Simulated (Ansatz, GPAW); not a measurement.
This is a calculation of BP for Ansatz 0.2.0. 

The input input.yaml:

```yaml
crystal:
  lattice:
    - [0.0, 2.269, 2.269]
    - [2.269, 0.0, 2.269]
    - [2.269, 2.269, 0.0]
  atoms:
    - { symbol: P, position: [0.75, 0.75, 0.75] }
    - { symbol: B, position: [0.0, 0.0, 0.0] }
kpoints:
  mp_grid: { grid: [10, 10, 10] }
scf:
  occupations: { method: gaussian, width: 0.021 }
hamiltonian:
  xc: pbe
  pseudopotentials: { kind: all_electron, lapw: { basis_error: 0.001 } }
output:
  forces: true
  stress: true
  eigenvalues: true
```

Potentials or basis: all-electron LAPW, scalar-relativistic.

The run is started by

```console
$ ansatz run input.yaml --threads 1 --pin off --max-ram 3072MiB --backend cpu --events-out ev --progress --plain --runs-dir out
```

**Question.** Translate it to GPAW 26.7.0 (ASE script). Potentials or basis there: GPAW PAW data sets (gpaw-data 1.2.1), cutoff 800 eV.

**Answer.** As run (cutoffs and basis follow the program's own potentials, and thresholds, step limits or extra output files can differ):

Contents of run.py:

```python
from ase.dft.bandgap import bandgap
from ase.io import read, write
from ase.units import Bohr, GPa
from gpaw import GPAW, PW
from gpaw.elf import elf_from_dft_calculation

atoms = read('POSCAR')

calc = GPAW(mode=PW(800),
            xc='PBE',
            kpts={'size': (10, 10, 10), 'gamma': True},
            occupations={'name': 'methfessel-paxton', 'order': 0, 'width': 0.020999999999999998},
            nbands=11,
            convergence={'density': 1e-05, 'energy': 1e-05},
            maxiter=150,
            txt='gpaw.txt')
atoms.calc = calc
energy = atoms.get_potential_energy()
forces = atoms.get_forces()
stress = atoms.get_stress()
calc.write('gs.gpw')
write('result.traj', atoms)
print(f'Energy: {energy:.6f} eV')
print('Forces (eV/A):')
print(forces.round(4))
print('Stress (GPa):', (stress / GPa).round(3))
print('Fermi level:', round(calc.get_fermi_level(), 4), 'eV')
print(f'Gap: {bandgap(calc)[0]:.4f} eV, direct: {bandgap(calc, direct=True)[0]:.4f} eV')

# fields on the real-space grid
write('density.cube', atoms, data=calc.get_pseudo_density() * Bohr**3)
write('potential.cube', atoms, data=calc.get_electrostatic_potential())
write('elf.cube', atoms, data=elf_from_dft_calculation(calc).data)
```

Contents of POSCAR:

```
BP
1.0
    0.0000000000      2.2690000000      2.2690000000
    2.2690000000      0.0000000000      2.2690000000
    2.2690000000      2.2690000000      0.0000000000
P B
1 1
Direct
    0.7500000000      0.7500000000      0.7500000000
    0.0000000000      0.0000000000      0.0000000000
```

Potentials or basis: GPAW PAW data sets (gpaw-data 1.2.1), pw.

Command:

```bash
$ OMP_NUM_THREADS=1 python run.py
```

Both were run:

|  | Ansatz | GPAW |
| --- | --- | --- |
| Pressure | 1.1 GPa | 1.4 GPa |

Where Ansatz's input types no cutoff or centring, it takes its own default and a Γ-centred mesh.

Pressure is positive in compression.
